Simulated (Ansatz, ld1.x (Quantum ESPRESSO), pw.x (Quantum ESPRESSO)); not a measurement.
## From atom to crystal: TM potential for tellurium (Te)

```
Element                 : tellurium
Generator               : ld1.x (Quantum ESPRESSO) 7.5
Type                    : norm-conserving Troullier–Martins (Kleinman–Bylander form)
Functional              : PBE
Relativity              : scalar-relativistic
Frozen core             : [Kr] 4d10
Valence charge          : 6
Reference configuration : 5s2 5p4
Partial waves           : 5p (bound): rc 1.85 bohr; 5d channel at 0.4 Ry: rc 1.40 bohr; 5s (bound): rc 1.65 bohr
Local potential         : the s channel
Core correction         : none
```

Crystal test: bcc Te in pw.x 7.5, no spin, 12³ k-points, Fermi–Dirac smearing 0.01 Ry, cutoffs 75/300 Ry. The reference is all-electron LAPW (Ansatz 0.2.0) with the same functional, mesh and smearing; V0 and B0 come from Birch–Murnaghan fits to the pressures at five volumes. Errors are pseudo minus all-electron; Δ is the rms difference of the E(V) curves that follow from these fits, minima aligned, over ±6 % about the mean V0. Mesh and smearing are coarse, so the numbers serve the comparison and aren't converged zero-temperature values; the lattice is a test structure that the element need not adopt.

All-electron: a0 = 3.846 Å (V0 = 28.45 Å³/atom), B0 = 53.4 GPa.

**Question.** How far does the potential miss the all-electron equation of state?

**Answer.** mean pressure error (GPa): -9.46. The pressure does not cross zero within the volumes sampled, so no fit is given. This is a poor potential for the solid. The atomic tests give no hint of an error of this size, and its cause was not traced.

| V (Å³/atom) | P all-electron (GPa) | P pseudo (GPa) |
| --- | --- | --- |
| 26.952 | 3.29 | -7.95 |
| 27.662 | 1.60 | -8.66 |
| 28.371 | 0.14 | -9.23 |
| 29.080 | -1.11 | -9.68 |
| 29.790 | -2.19 | -10.04 |

**Question.** At the middle volume, how do free energy and pressure move when the wave cutoff is lowered (ecutrho kept at four times it)?

**Answer.**

| cutoff (Ry) | shift of F (meV/atom) | shift of P (GPa) |
| --- | --- | --- |
| 34 | +52.2 | -0.53 |
| 45 | +39.7 | -0.28 |
| 60 | +5.0 | -0.25 |

Input at the middle volume:

```
&control
  calculation='scf', prefix='x', pseudo_dir='./', outdir='./tmp', tstress=.true., disk_io='none'
/
&system
  ibrav=0, nat=1, ntyp=1, ecutwfc=75, ecutrho=300, nbnd=10,
  occupations='smearing', smearing='fd', degauss=0.01
/
&electrons
  conv_thr=1e-09, mixing_beta=0.4, electron_maxstep=70
/
ATOMIC_SPECIES
Te 1.0 Te.UPF
CELL_PARAMETERS angstrom
  -1.92134292 1.92134292 1.92134292
  1.92134292 -1.92134292 1.92134292
  1.92134292 1.92134292 -1.92134292
ATOMIC_POSITIONS crystal
Te 0.0000 0.0000 0.0000
K_POINTS automatic
12 12 12 0 0 0
```

```bash
pw.x < Te.scf.in > Te.scf.out
```

Lines of the output:

```
Message from routine setup:
     using ibrav=0 with symmetry is DISCOURAGED, use correct ibrav instead
     lattice parameter (alat)  =       6.2888  a.u.
     unit-cell volume          =     191.4570 (a.u.)^3
     number of electrons       =         6.00
     number of Kohn-Sham states=           10
     kinetic-energy cutoff     =      75.0000  Ry
     charge density cutoff     =     300.0000  Ry
     scf convergence threshold =      1.0E-09
     Exchange-correlation= PBE
     number of k points=    72  Fermi-Dirac smearing, width (Ry)=  0.0100
     iteration #  1     ecut=    75.00 Ry     beta= 0.40
     total energy              =     -16.36994915 Ry
     estimated scf accuracy    <       0.00322625 Ry
     iteration #  2     ecut=    75.00 Ry     beta= 0.40
     total energy              =     -16.36986092 Ry
     estimated scf accuracy    <       0.00090630 Ry
     iteration #  3     ecut=    75.00 Ry     beta= 0.40
     total energy              =     -16.36993095 Ry
     estimated scf accuracy    <       0.00001302 Ry
     iteration #  4     ecut=    75.00 Ry     beta= 0.40
     total energy              =     -16.36993192 Ry
     estimated scf accuracy    <       0.00000009 Ry
     iteration #  5     ecut=    75.00 Ry     beta= 0.40
     total energy              =     -16.36993197 Ry
     estimated scf accuracy    <          9.2E-09 Ry
     iteration #  6     ecut=    75.00 Ry     beta= 0.40
     the Fermi energy is     7.8574 ev
!    total energy              =     -16.36993197 Ry
     estimated scf accuracy    <          6.1E-11 Ry
     smearing contrib. (-TS)   =      -0.00318292 Ry
     The total energy is F=E-TS. E is the sum of the following terms:
     one-electron contribution =       4.81654108 Ry
     hartree contribution      =       0.43832443 Ry
     xc contribution           =      -3.57986419 Ry
     ewald contribution        =     -18.04175036 Ry
     convergence has been achieved in   6 iterations
          total   stress  (Ry/bohr**3)                   (kbar)     P=      -92.28
     Message from routine punch:
     Nothing written, as per user request (disk_io='none')
```

The run at the middle volume (72 k-points, 6 iterations) took about 13 s on one core of a shared host (Neoverse-V2, 96 threads, 742 GiB, load 33).
